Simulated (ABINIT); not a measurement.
# A GW chain in ABINIT: MgO (Fm-3m), part 2 of 3

Wanted: ground state, empty states, screening and self-energy for MgO (Fm-3m).

ABINIT 10.8.3; PBEsol and many-body steps on it, plane waves. Known limits of the many-body steps: not at the basis limit.

So far. Step 2 (Ground state): The gap is direct, at Γ.

## (3) Bands along the symmetry lines

Level of this step: DFT, PBEsol, plane waves, norm-conserving pseudopotentials (ABINIT).

Levels along a band path, at the cheap level, show where the edges lie and whether the meshes to come will hold them.

The input, run.abi:

```
acell 3*1.0 Angstrom
rprim 
  -0.000000000000 2.097001392700 2.097001392700
  2.097001392700 -0.000000000000 2.097001392700
  2.097001392700 2.097001392700 -0.000000000000
ntypat 2
znucl 12 8
natom 2
typat 1 2
xred 
  0.000000000000 0.000000000000 0.000000000000
  0.500000000000 0.500000000000 0.500000000000
pp_dirpath "pseudos"
pseudos "Mg.upf, O.upf"
ecut 38
iscf -2
irdden 1
kptopt 0
nkpt 50
kpt 
  0.00000000 0.00000000 0.00000000
  0.06250000 0.00000000 0.06250000
  0.12500000 0.00000000 0.12500000
  0.18750000 0.00000000 0.18750000
  0.25000000 0.00000000 0.25000000
  0.31250000 0.00000000 0.31250000
  0.37500000 0.00000000 0.37500000
  0.43750000 0.00000000 0.43750000
  0.50000000 0.00000000 0.50000000
  0.51562500 0.03125000 0.51562500
  0.53125000 0.06250000 0.53125000
  0.54687500 0.09375000 0.54687500
  0.56250000 0.12500000 0.56250000
  0.57812500 0.15625000 0.57812500
  0.59375000 0.18750000 0.59375000
  0.60937500 0.21875000 0.60937500
  0.62500000 0.25000000 0.62500000
  0.37500000 0.37500000 0.75000000
  0.32812500 0.32812500 0.65625000
  0.28125000 0.28125000 0.56250000
  0.23437500 0.23437500 0.46875000
  0.18750000 0.18750000 0.37500000
  0.14062500 0.14062500 0.28125000
  0.09375000 0.09375000 0.18750000
  0.04687500 0.04687500 0.09375000
  0.00000000 0.00000000 0.00000000
  0.06250000 0.06250000 0.06250000
  0.12500000 0.12500000 0.12500000
  0.18750000 0.18750000 0.18750000
  0.25000000 0.25000000 0.25000000
  0.31250000 0.31250000 0.31250000
  0.37500000 0.37500000 0.37500000
  0.43750000 0.43750000 0.43750000
  0.50000000 0.50000000 0.50000000
  0.50000000 0.46875000 0.53125000
  0.50000000 0.43750000 0.56250000
  0.50000000 0.40625000 0.59375000
  0.50000000 0.37500000 0.62500000
  0.50000000 0.34375000 0.65625000
  0.50000000 0.31250000 0.68750000
  0.50000000 0.28125000 0.71875000
  0.50000000 0.25000000 0.75000000
  0.50000000 0.21875000 0.71875000
  0.50000000 0.18750000 0.68750000
  0.50000000 0.15625000 0.65625000
  0.50000000 0.12500000 0.62500000
  0.50000000 0.09375000 0.59375000
  0.50000000 0.06250000 0.56250000
  0.50000000 0.03125000 0.53125000
  0.50000000 0.00000000 0.50000000
istwfk *1
nband 18
nbdbuf 5
tolwfr 1e-07
nstep 50
prtwf 0
prtvol 0
indata_prefix "in"
outdata_prefix "out"
tmpdata_prefix "tmp"
```

Launch:

```console
$ OMP_NUM_THREADS=1 mpirun -n 4 abinit run.abi > log
```

Numbers of over 12 decimals in the logs are rounded to 6 here.

Log:

```text
.Version 10.8.3 of ABINIT. v10.8.2 released Aug 2026.

 Symmetries : space group Fm -3 m (#225); Bravais cF (face-center cubic)
[... echo of the input left out ...]
== DATASET  1 ==================================================================
-   mpi_nproc: 4, omp_nthreads: 1 (-1 if OMP is not activated)

--- !DatasetInfo
iteration_state: {dtset: 1, }
dimensions: {natom: 2, nkpt: 50, mband: 18, nsppol: 1, nspinor: 1, nspden: 1, mpw: 1411, }
cutoff_energies: {ecut:  38.0, pawecutdg:  -1.0, }
electrons: {nelect:   1.60000000E+01, charge:   0.00000000E+00, occopt:   1.00000000E+00, tsmear:   1.00000000E-02, }

 Real(R)+Recip(G) space primitive vectors, cartesian coordinates (Bohr,Bohr^-1):
 R(1)=  0.0000000  3.9627583  3.9627583  G(1)= -0.1261747  0.1261747  0.1261747
 R(2)=  3.9627583  0.0000000  3.9627583  G(2)=  0.1261747 -0.1261747  0.1261747
 R(3)=  3.9627583  3.9627583  0.0000000  G(3)=  0.1261747  0.1261747 -0.1261747
 Unit cell volume ucvol=  1.2445798E+02 bohr^3
 Angles (23,13,12)=  6.00000000E+01  6.00000000E+01  6.00000000E+01 degrees

 getcut: wavevector=  0.0000  0.0000  0.0000  ngfft=  32  32  32
         ecut(hartree)=     38.000   => boxcut(ratio)=   2.05769

--- Pseudopotential description ------------------------------------------------
- Mg Generated using ONCVPSP code by D. R. Hamann
- 12.00000  10.00000  180301                  znucl, zion, pspdat
12 -116133 1 -1 1510                          pspcod,pspxc,lmax,lloc,mmax
     nproj     2     2     0
  pspatm : epsatm=    9.18226799
         --- l  ekb(1:nproj) -->
             0    2.230603   -0.826587
             1   -6.503151   -2.501445
 pspatm: atomic psp has been read  and splines computed

- O Generated using ONCVPSP code by D. R. Hamann
-  8.00000   6.00000  180301                  znucl, zion, pspdat
12 -116133 2 -1 936                           pspcod,pspxc,lmax,lloc,mmax
     nproj     2     2     1
  pspatm : epsatm=    6.22910120
         --- l  ekb(1:nproj) -->
             0    6.050032    0.820363
[...]
2   -1.335834
 pspatm: atomic psp has been read  and splines computed

--------------------------------------------------------------------------------

================================================================================
 prteigrs : about to open file out_EIG
 Non-SCF case, kpt    1 (  0.00000  0.00000  0.00000), residuals and eigenvalues=
  9.10E-09  2.86E-08  6.62E-08  6.50E-09  9.05E-09  8.03E-08  1.43E-08  5.92E-08
  1.19E-08  7.50E-09  8.63E-09  5.22E-08  2.99E-08  1.40E-08  8.86E-08  4.56E-08
  9.82E-08  3.35E-08
 -2.4684E+00 -1.2535E+00 -1.2535E+00 -1.2535E+00 -4.5845E-01  1.7368E-01
  1.7368E-01  1.7368E-01  3.4973E-01  7.5657E-01  7.5657E-01  7.5657E-01
  8.9385E-01  9.7221E-01  9.7221E-01  1.0716E+00  1.0716E+00  1.0716E+00
 Non-SCF case, kpt    2 (  0.06250  0.00000  0.06250), residuals and eigenvalues=
  9.25E-09  1.46E-08  6.34E-09  6.16E-08  1.66E-08  2.73E-08  8.25E-09  2.89E-08
[...]
3.59E-08  4.37E-08
[...]
Non-SCF case, kpt    3 (  0.12500  0.00000  0.12500), residuals and eigenvalues=
[...]
Non-SCF case, kpt   49 (  0.50000  0.03125  0.53125), residuals and eigenvalues=
[...]
Non-SCF case, kpt   50 (  0.50000  0.00000  0.50000), residuals and eigenvalues=
[...]
1.2333E-01  1.2333E-01  5.0597E-01  5.4259E-01  6.5499E-01  8.7338E-01
  8.7338E-01  1.1193E+00  1.1760E+00  1.3203E+00  1.3203E+00  1.4348E+00

--- !ResultsGS
iteration_state: {dtset: 1, }
comment   : Summary of ground state results
lattice_vectors:
- [ -0.0000000,   3.9627583,   3.9627583, ]
- [  3.9627583,  -0.0000000,   3.9627583, ]
- [  3.9627583,   3.9627583,  -0.0000000, ]
lattice_lengths: [   5.60419,    5.60419,    5.60419, ]
lattice_angles: [ 60.000,  60.000,  60.000, ] # degrees, (23, 13, 12)
lattice_volume:   1.2445798E+02
convergence: {deltae:  0.000E+00, res2:  0.000E+00, residm:  9.973E-08, diffor:  0.000E+00, }
etotal    :  -7.59117517E+01
entropy   :   0.00000000E+00
fermie    :   1.73675135E-01
cartesian_stress_tensor: null
pressure_GPa: null
xred      :
- [  0.0000E+00,   0.0000E+00,   0.0000E+00, Mg]
- [  5.0000E-01,   5.0000E-01,   5.0000E-01,  O]
cartesian_forces: null
force_length_stats: {min: null, max: null, mean: null, }

 Integrated electronic density in atomic spheres:
 ------------------------------------------------
 Atom  Sphere_radius  Integrated_density
[...]
================================================================================

 ----iterations are completed or convergence reached----

 Mean square residual over all n,k,spin=   32.036E-09; max=  99.728E-09
 reduced coordinates (array xred) for    2 atoms
       0.000000000000      0.000000000000      0.000000000000
       0.500000000000      0.500000000000      0.500000000000

 cartesian coordinates (angstrom) at end:
    1      0.000000     0.000000     0.000000
    2      2.097001     2.097001     2.097001
 length scales=  1.889726125908  1.889726125908  1.889726125908 bohr
              =  1.000000000000  1.000000000000  1.000000000000 angstroms
 prteigrs : about to open file out_EIG
 Eigenvalues (hartree) for nkpt=  50  k points:
 kpt#   1, nband= 18, wtk=  1.00000, kpt=  0.0000  0.0000  0.0000 (reduced coord)
[...]
kpt#   2, nband= 18, wtk=  1.00000, kpt=  0.0625  0.0000  0.0625 (reduced coord)
[...]
kpt#   3, nband= 18, wtk=  1.00000, kpt=  0.1250  0.0000  0.1250 (reduced coord)
[...]
kpt#  49, nband= 18, wtk=  1.00000, kpt=  0.5000  0.0313  0.5313 (reduced coord)
[...]
1.32121    1.45433
 kpt#  50, nband= 18, wtk=  1.00000, kpt=  0.5000  0.0000  0.5000 (reduced coord)
  -2.46796   -1.25637   -1.25462   -1.25462   -0.39908    0.02103    0.12333    0.12333
   0.50597    0.54259    0.65499    0.87338    0.87338    1.11929    1.17596    1.32026
   1.32026    1.43479

== END DATASET(S) ==============================================================
================================================================================

 -outvars: echo values of variables after computation  --------
            nband          18
             nkpt          50
          spgroup         225
 [... the other variables as echoed above ...]

 Calculation completed.
```

It took 3.9 s on 4 MPI ranks of Arm Neoverse V1, shared host; peak memory 0.24 GiB.

This step gave:

```yaml
gap: 4.791 eV
k_of_the_valence_top: 0, 0, 0
k_of_the_conduction_bottom: 0, 0, 0
least_direct_gap: 4.791 eV
```

The gap is 4.791 eV, as in the run before at this level.

The electronic bands at the labelled points (eV, zero at the top of the highest filled band; v1 is the highest filled band, c1 the lowest empty one):

| point | v4 | v3 | v2 | v1 | c1 | c2 | c3 | c4 |
| --- | --- | --- | --- | --- | --- | --- | --- | --- |
| Γ | -17.20 | 0.00 | 0.00 | 0.00 | 4.79 | 15.86 | 15.86 | 15.86 |
| halfway | -16.40 | -2.67 | -0.75 | -0.75 | 8.13 | 11.11 | 15.55 | 17.52 |
| X | -15.59 | -4.15 | -1.37 | -1.37 | 9.04 | 10.04 | 13.10 | 19.04 |
| halfway | -15.57 | -4.00 | -1.83 | -1.32 | 9.44 | 10.56 | 12.93 | 18.67 |
| U | -15.56 | -3.56 | -2.76 | -1.16 | 10.05 | 11.85 | 12.52 | 18.19 |
| jump to K | -15.56 | -3.56 | -2.76 | -1.16 | 10.05 | 11.85 | 12.52 | 18.19 |
| halfway | -16.32 | -2.98 | -1.20 | -0.40 | 8.21 | 11.96 | 15.42 | 18.00 |
| Γ | -17.20 | 0.00 | 0.00 | 0.00 | 4.79 | 15.86 | 15.86 | 15.86 |
| halfway | -16.57 | -2.70 | -0.34 | -0.34 | 7.13 | 12.55 | 16.70 | 16.70 |
| L | -15.82 | -4.71 | -0.66 | -0.66 | 7.86 | 12.65 | 16.34 | 16.34 |
| halfway | -15.67 | -4.08 | -1.97 | -1.00 | 9.65 | 12.21 | 13.54 | 16.95 |
| W | -15.52 | -3.01 | -3.01 | -1.80 | 11.62 | 11.62 | 12.25 | 15.60 |
| halfway | -15.55 | -3.85 | -1.93 | -1.59 | 9.94 | 10.93 | 12.75 | 17.42 |
| X | -15.59 | -4.15 | -1.37 | -1.37 | 9.04 | 10.04 | 13.10 | 19.04 |

The electronic bands as a text plot (rows in eV, shown from -8.0 to 10.8 only):

```
   10.4 |       ++   +++  ++                           +    + +++
    9.6 |         +++  +++  ++                        +      +++
    8.8 |       ++ ++++       ++                     +          +
    8.1 |     ++                +              ++++++
    7.3 |    +                   ++         +++
    6.5 |                                  +
    5.7 |  ++                      ++    ++
    4.9 |++                          ++++
    4.1 |
    3.4 |
    2.6 |
    1.8 |
    1.0 |
    0.2 |**                        ********
   -0.6 | ******            **********  *  ***********
   -1.3 |  **   ************    *  **    **         ******   ****
   -2.1 |    *         **   **** **        *          **  ****
   -2.9 |     **         ***    *           *           ****
   -3.7 |       *****  *********             **       ***   ****
   -4.5 |            **                        *******          *
   -5.3 |
   -6.0 |
   -6.8 |
   -7.6 |
         Γ           X  U|K            Γ         L        W     X
```

## (4) Empty states on the mesh, 6×6×6 mesh, 104 bands

The sums over transitions need many empty states on a uniform mesh; this step solves for them.

The input, run.abi:

```
acell 3*1.0 Angstrom
rprim 
  -0.000000000000 2.097001392700 2.097001392700
  2.097001392700 -0.000000000000 2.097001392700
  2.097001392700 2.097001392700 -0.000000000000
ntypat 2
znucl 12 8
natom 2
typat 1 2
xred 
  0.000000000000 0.000000000000 0.000000000000
  0.500000000000 0.500000000000 0.500000000000
pp_dirpath "pseudos"
pseudos "Mg.upf, O.upf"
ecut 38
ngkpt 6 6 6
nshiftk 1
shiftk 0 0 0
kptopt 1
chksymbreak 0
irdden 1
istwfk *1
nband 104
prtvol 0
optdriver 6
gwr_task "HDIAGO"
paral_kgb 0
occopt 1
indata_prefix "in"
outdata_prefix "out"
tmpdata_prefix "tmp"
```

Log:

```text
[banner, memory and clock lines left out]
.Version 10.8.3 of ABINIT. v10.8.2 released Aug 2026.

 Symmetries : space group Fm -3 m (#225); Bravais cF (face-center cubic)
[... echo of the input left out ...]
== DATASET  1 ==================================================================
-   mpi_nproc: 4, omp_nthreads: 1 (-1 if OMP is not activated)

--- !DatasetInfo
iteration_state: {dtset: 1, }
dimensions: {natom: 2, nkpt: 16, mband: 104, nsppol: 1, nspinor: 1, nspden: 1, mpw: 1411, }
cutoff_energies: {ecut:  38.0, pawecutdg:  -1.0, }
electrons: {nelect:   1.60000000E+01, charge:   0.00000000E+00, occopt:   1.00000000E+00, tsmear:   1.00000000E-02, }

.Using double precision arithmetic; gwpc =  8

- Reading GS density from: in_DEN

--- Pseudopotential description ------------------------------------------------
- Mg Generated using ONCVPSP code by D. R. Hamann
- 12.00000  10.00000  180301                  znucl, zion, pspdat
12 -116133 1 -1 1510                          pspcod,pspxc,lmax,lloc,mmax
     nproj     2     2     0
  pspatm : epsatm=    9.18226799
         --- l  ekb(1:nproj) -->
             0    2.230603   -0.826587
             1   -6.503151   -2.501445
 pspatm: atomic psp has been read  and splines computed

- O Generated using ONCVPSP code by D. R. Hamann
-  8.00000   6.00000  180301                  znucl, zion, pspdat
12 -116133 2 -1 936                           pspcod,pspxc,lmax,lloc,mmax
     nproj     2     2     1
  pspatm : epsatm=    6.22910120
         --- l  ekb(1:nproj) -->
             0    6.050032    0.820363
             1   -4.739617   -1.153841
             2   -1.335834
 pspatm: atomic psp has been read  and splines computed

   2.46581907E+02                                ecore*ucvol(ha*bohr**3)

 Total charge density [el/Bohr^3]
)     Maximum=    3.3833E+00  at reduced coord.    0.0625    0.9375    0.9688
)     Minimum=    1.0445E-02  at reduced coord.    0.2500    0.2500    0.2500
   Integrated=    1.6000E+01

 === KS gaps after direct diagonalization ===
 Direct band gap semiconductor
 Fundamental gap:     4.791 (eV)
   VBM:     4.726 (eV) at k: [ 0.0000E+00,  0.0000E+00,  0.0000E+00]
   CBM:     9.517 (eV) at k: [ 0.0000E+00,  0.0000E+00,  0.0000E+00]
 Direct gap:         4.791 (eV) at k: [ 0.0000E+00,  0.0000E+00,  0.0000E+00]

== END DATASET(S) ==============================================================

 -outvars: echo values of variables after computation  --------
           etotal      0.0000000000E+00
            nband         104
             nkpt          16
          spgroup         225
 [... the other variables as echoed above ...]

 Calculation completed.
```

Run time: 12 s. Hardware: 4 MPI ranks; peak memory 0.7 GiB; 49 s of CPU time.

Numbers from this step:

* gap: 4.791 eV
* k of the valence top: 0, 0, 0
* k of the conduction bottom: 0, 0, 0
* least direct gap: 4.791 eV
* k points computed: 16
* lowest point of the top converged band, above the valence top: 150.5392 eV

On this mesh the gap is 4.791 eV.

## (5) Screening, 6×6×6 mesh, 96 bands, screening to 244.9 eV

The RPA dielectric matrix is built and inverted for each q.

This step: RPA screening on PBEsol, plane waves, norm-conserving pseudopotentials.

run.abi, as its differences from that of step 4:

```diff
@@ -20,10 +20,11 @@
 chksymbreak 0
-irdden 1
 istwfk *1
-nband 104
-prtvol 0
-optdriver 6
-gwr_task "HDIAGO"
-paral_kgb 0
 occopt 1
+irdwfk 1
+optdriver 3
+nband 96
+ecuteps 9
+inclvkb 2
+awtr 1
+symchi 1
 indata_prefix "in"
```

Log:

```text
.Version 10.8.3 of ABINIT. v10.8.2 released Aug 2026.

 Symmetries : space group Fm -3 m (#225); Bravais cF (face-center cubic)
[... echo of the input left out ...]
== DATASET  1 ==================================================================
-   mpi_nproc: 4, omp_nthreads: 1 (-1 if OMP is not activated)

--- !DatasetInfo
iteration_state: {dtset: 1, }
dimensions: {natom: 2, nkpt: 16, mband: 96, nsppol: 1, nspinor: 1, nspden: 1, mpw: 1411, }
cutoff_energies: {ecut:  38.0, pawecutdg:  -1.0, }
electrons: {nelect:   1.60000000E+01, charge:   0.00000000E+00, occopt:   1.00000000E+00, tsmear:   1.00000000E-02, }

 SCREENING: Calculation of the susceptibility and dielectric matrices

 Based on a program developped by R.W. Godby, V. Olevano, G. Onida, and L. Reining.
 Incorporated in ABINIT by V. Olevano, G.-M. Rignanese, and M. Torrent.
.Using double precision arithmetic ; gwpc =  8

[... cell and pseudopotentials left out ...]
--------------------------------------------------------------------------------

 ==== K-mesh for the wavefunctions ====
 Number of points in the irreducible wedge :    16
[... list of points left out ...]
 Together with 48 symmetry operations and time-reversal symmetry
 yields   216 points in the full Brillouin Zone.

 ==== Q-mesh for the screening function ====
 Number of points in the irreducible wedge :    16
[... list of points left out ...]
 Together with 48 symmetry operations and time-reversal symmetry
 yields   216 points in the full Brillouin Zone.

 setmesh: FFT mesh size selected  =    24x   24x   24
          total number of points  =        13824

 vcoul_init : cutoff-mode = AUXILIARY_FUNCTION
 q-points for optical limit:   1
     1)      0.000010    0.000020    0.000030

- screening: taking advantage of time-reversal symmetry
- Maximum band index for partially occupied states nbvw = 8
- Remaining bands to be divided among processors   nbcw = 88
- Number of bands treated by each node ~22

 Number of electrons calculated from density =   16.0000; Expected =   16.0000
 average of density, n =  0.128557
 r_s =    1.2291
 omega_plasma =   34.5863 [eV]

 calculating chi0 at frequencies [eV] :
  1    0.000000E+00    0.000000E+00
  2    0.000000E+00    3.458631E+01

--------------------------------------------------------------------------------
  q-point number  1        q = ( 0.000000, 0.000000, 0.000000) [r.l.u.]
--------------------------------------------------------------------------------
[... chi0 elements left out ...]
 For q-point:  0.000010 0.000020 0.000030
  dielectric constant =   3.0764
  dielectric constant without local fields =   3.3003

  Average fulfillment of the sum rule on Im[epsilon] for q-point    1 :     71.98  [%]
[... wings left out ...]
  q-point number  2        q = ( 0.166667, 0.000000, 0.000000) [r.l.u.]
--------------------------------------------------------------------------------
[... chi0 elements left out ...]
  Average fulfillment of the sum rule on Im[epsilon] for q-point    2 :     86.63  [%]

 [... 14 further q-points ...]
```

Run time: 74 s. Hardware: 4 MPI ranks; peak memory 0.78 GiB; 4.9 min of CPU time.

Numbers from this step:

```yaml
eps_infinity_with_local_fields_on_this_mesh_along_the_program_s_q_direction: 3.076
the_same_without_local_fields: 3.300
plasma_frequency: 34.59 eV
plane_waves_in_the_screening_matrix: 169
```

Local fields lower ε∞ by 7 %.

[end of part 2 of 3]

[Paths, hosts, dates, memory and timing lines, banners, echoed tables and standing remarks are left out of the program output.]

[Logs are printed without paths, hosts, clocks, repeated set-up lines and the standing remarks that a program may print on its own settings, such as how far it seeks lower states.]

[Runs of the session that timed out or met a known fault of the program may be left out.]

[Hosts, paths, dates, database ids (printed as entryN), source tags and the programs' standing remarks are cut or masked in the printed files.]

[G0W0 gaps are taken among the corrected bands and points alone; a level outside them can change the order at an edge.]

[Where Ansatz stands beside ABINIT at settings called matched, ABINIT's density can come from a denser mesh and the files from another edition; pairs whose starting gaps differed by over 0.03 eV were left out, so agreement reads better than it is.]
